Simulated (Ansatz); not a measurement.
**Li₂S: a fit and a missing row**

Li₂S, Fm-3m, a = 5.706 Å. Ansatz: PBE, PAW, 420 eV, Γ-centred 8×8×8 mesh on 3 atoms, Gaussian smearing 0.02 eV; no spin polarisation. Symmetry fixes shape and atoms, so the cell is only scaled; pressure is positive in compression.

```tsv
V (Å³/atom)	P (GPa)
14.550	2.84
15.014	1.32
15.479	0.00
15.943	-1.13
16.407	?
```

Problem. Take V0 = 15.479 Å³/atom, fit the third-order Birch–Murnaghan form to the other rows, and predict the missing pressure.

Solution. With the Eulerian strain f = ½[(V0/V)^(2/3) − 1] and y = P/[3f(1 + 2f)^(5/2)], the form is the line y = B0 + 1.5 B0 (B0′ − 4) f. Rows (f, y): 0.02106, 40.5; 0.01027, 40.7; -0.00975, 40.6. Means f = 0.007193, y = 40.600; Σ(Δf)² = 0.0004888, ΣΔfΔy = -0.001079; the slope is their ratio. y = 40.62 − 2.207 f GPa, so B0 = 40.6 GPa and B0′ = 4 + 2 × (-2.207)/(3 × 40.62) = 3.96. At V = 16.407, f = -0.01904, y = 40.66 and P = -2.11 GPa. The run gave -2.12 GPa, so the fit is 0.01 GPa too high, a small miss on the scale of the series. The form still works here, 33 % of the fitted range beyond its end.